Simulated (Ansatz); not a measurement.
SnO₂: holes, doping and thermopower

Plane-wave DFT in Ansatz, LDA, scalar-relativistic PAW potentials, cutoff 420 eV, no spin-orbit coupling; no spin polarisation. SnO₂ in space group Pbcn, which needn't be the usual phase of this composition. Boltzmann transport at 300 K in rigid bands with one relaxation time, bands interpolated from the k mesh 6×6×6; values are means over x, y, z.

```csv
holes (cm⁻³),size of S (μV/K),σ/τ (Ω⁻¹ m⁻¹ s⁻¹)
10^18,820.0,6.94e+15
10^19,?,6.93e+16
10^20,425.0,6.87e+17
10^21,240.7,6.37e+18
```

**Question.** Take the lowest doping as non-degenerate: get the effective density of states and the masses, and predict the missing S.

**Answer.** For parabolic bands and one τ, |S| = (k_B/e)(5/2 − η) with k_B/e = 86.17 μV/K and n = N e^η. The first row gives η = -7.02, N = 111.40×10¹⁹ cm⁻³ and, from N = 2.509×10¹⁹ cm⁻³ × m_d^(3/2), a density-of-states mass of 12.54 mₑ (all valleys and bands together). σ/τ = ne²/m_c gives a conductivity mass of 4.06 mₑ; m_d is 3.1 times m_c, the sign of several valleys, several bands or anisotropy. A decade of doping costs (k_B/e) ln 10 = 198.4 μV/K, which predicts 622 μV/K; the run gave 621.7. The gas is still far from degenerate, so the rule holds. At 10^21 cm⁻³ the rule would give 225 μV/K against 240.7. Scattering that depends on energy changes the 5/2, and whether such doping can be reached wasn't computed.

Cost: about 42 core-minutes for the runs cited, on Intel Xeon 6975P-C (Granite Rapids) (shared hosts).